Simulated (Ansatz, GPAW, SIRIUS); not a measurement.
# HfN: programs and potentials compared

```xyz
2
Lattice="0.0000 2.4548 2.4548 2.4548 0.0000 2.4548 2.4548 2.4548 0.0000" Properties=species:S:1:pos:R:3 pbc="T T T"
Hf    0.0000    0.0000    0.0000
N     1.2274    1.2274    1.2274
```

The cell comes from a database or a generator and needn't be the stable form of this composition.

Alike in all runs: task equation of state; functional PBEsol; k mesh 9 × 9 × 9; occupations fermi-dirac, width 0.05 eV; no spin polarisation; no spin-orbit coupling.

```tsv
program and potentials	plane-wave cutoff (eV)	notes	equilibrium volume (Å³/atom)	bulk modulus (GPa)
Ansatz, all-electron LAPW, scalar-relativistic	-	-	14.41	201.2
GPAW, PAW data sets generated for this functional	800	-	14.51	204.2
SIRIUS, PseudoDojo 0.4.1 PBEsol standard (scalar relativistic)	1152	-	14.37	204.2
SIRIUS, all-electron FP-LAPW, apw+lo standard	-	-	14.41	201.7
```

The equilibrium volume spans 14.37 (SIRIUS, PseudoDojo 0.4.1 PBEsol standard (scalar relativistic)) to 14.51 Å³/atom (GPAW, PAW data sets generated for this functional), with all-electron results at 14.41. The bulk modulus spans 201.2 (Ansatz, all-electron LAPW, scalar-relativistic) to 204.2 GPa (GPAW, PAW data sets generated for this functional), with all-electron results at 201.2 to 201.7.

The functional is the same throughout but for its coding, so the spread measures potentials, basis and numerics; runs on potential files found faulty are left out.
